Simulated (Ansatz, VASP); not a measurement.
This is a calculation of Ga for Ansatz 0.2.0.

input.yaml

```yaml
crystal:
  lattice:
    - [2.7784220849, -0.0555684417, 0.0]
    - [-0.0656321758, 3.28160879, 0.0]
    - [-1.3434310986, 0.026868622, 3.9902731763]
  atoms:
    - { symbol: Ga, position: [0.13459627, 0.75, 0.77016683] }
    - { symbol: Ga, position: [0.86540373, 0.25, 0.22983317] }
hamiltonian:
  xc: pbesol
  pseudopotentials: { kind: paw }
kpoints:
  mp_grid: { grid: [8, 7, 6] }
scf:
  occupations: { method: fermi_dirac, width: 0.05 }
output:
  forces: true
  stress: true
  eigenvalues: true
```

Potentials or basis: Ansatz PAW.

Launch:

```bash
$ ansatz run input.yaml --threads 2 --pin off --max-ram 5632MiB --backend cpu --events-out ev --progress --plain --runs-dir out
```

**Question.** Set up the same calculation for VASP 6.6.1. Potentials there: VASP PAW PBE potentials, release 64 (Ga_d).

**Answer.** As run (the cutoff follows the program's own potentials):

File INCAR:

```
SYSTEM = Ga
PREC = Accurate ; ENCUT = 520
EDIFF = 1E-6 ; ISMEAR = -1
SIGMA = 0.05 ; LREAL = .False.
LASPH = .True. ; NELM = 100
ALGO = Fast ; ISIF = 2
LWAVE = .False. ; LCHARG = .False.
GGA = PS ; NBANDS = 20
```

KPOINTS

```
regular mesh
0
Gamma
  8 7 6
  0 0 0
```

The input POSCAR:

```
Ga
1.0
    2.7784220849     -0.0555684417      0.0000000000
   -0.0656321758      3.2816087900      0.0000000000
   -1.3434310986      0.0268686220      3.9902731763
Ga
2
Direct
    0.1345962700      0.7500000000      0.7701668300
    0.8654037300      0.2500000000      0.2298331700
```

Potentials or basis: VASP PAW PBE potentials, release 64 (Ga_d).

Run with:

```console
$ cat potpaw_PBE.64/Ga_d/POTCAR > POTCAR
$ mpirun -np 1 vasp_std > vasp.out
```

Both were run:

|  | VASP | Ansatz | Ansatz less VASP |
| --- | --- | --- | --- |
| gap on the k mesh at the Fermi level (eV) | none | none | - |
| pressure (GPa) | -0.4 | -0.5 | -0.07 |
| largest component of the traceless stress (GPa) | 1.98 | 1.99 | +0.010 |
| rms of the force components (eV/Å) | 0.065 | 0.064 | -0.0006 |

Atom by atom the forces differ by 0.001 eV/Å (rms over components). A gap of «none» marks a metal or a gap that the smearing closes.

Caveats: the PAW data sets were made with another functional, which shifts forces and pressure a little (VASP); the PAW data sets come from PBE, with cores solved anew for the run's functional, which leaves a small shift of forces and pressure (Ansatz).
